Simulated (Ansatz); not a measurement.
# Sn: relaxation of cell and atoms with PBE

Crystal: Sn.

```
CELL_PARAMETERS angstrom
0.00000 3.23334 3.23334
3.23334 0.00000 3.23334
3.23334 3.23334 0.00000
ATOMIC_POSITIONS crystal
Sn 0.75000 0.75000 0.75000
Sn 0.50000 0.50000 0.50000
```

This isn't the form of Sn at room conditions, which is tetragonal (white tin).

```yaml
Program: Ansatz 0.2.0
Task: relaxation of cell and atoms
Functional: PBE
Potentials_or_basis: all-electron LAPW, relativistic spinors
Basis_error_allowed: 0.001 eV/atom
k_mesh: 5 × 5 × 5
Occupations: fermi-dirac, width 0.05 eV
Spin: spin-orbit coupling, no magnetisation
```

* Relaxed volume: 37.03 Å³/atom
* Relaxed cell: a = 4.714 Å, b = 4.714 Å, c = 4.714 Å, α = 60.00°, β = 60.00°, γ = 60.00°
* Space group after relaxing (to 0.05 Å): Fd-3m (No. 227)
* Energy gained by relaxing: 35.5 meV/atom
* Ionic steps: 5
* Pressure after relaxing: 0.0 GPa

Step by step:
```
step  energy change (eV)  largest force (eV/Å)  volume (Å³)
   1              0.0000                0.0000        67.61
   2             -0.0562                0.0000        77.44
   3             -0.0704                0.0000        74.70
   4             -0.0710                0.0000        74.06
   5             -0.0710                0.0000        74.06
```

Final structure:
```xyz
2
Lattice="0.0000 3.3332 3.3332 3.3332 0.0000 3.3332 3.3332 3.3332 0.0000" Properties=species:S:1:pos:R:3 pbc="T T T"
Sn    4.9998    4.9998    4.9998
Sn    3.3332    3.3332    3.3332
```

It took 67 s on 1 thread of Intel(R) Xeon(R) 6975P-C (Granite Rapids) (shared host), peak memory 0.49 GiB.

Caveat: the k mesh is thin for a metal, which can move the energy by tens of meV per atom. PBE usually gives volumes a little too large and moduli too small.
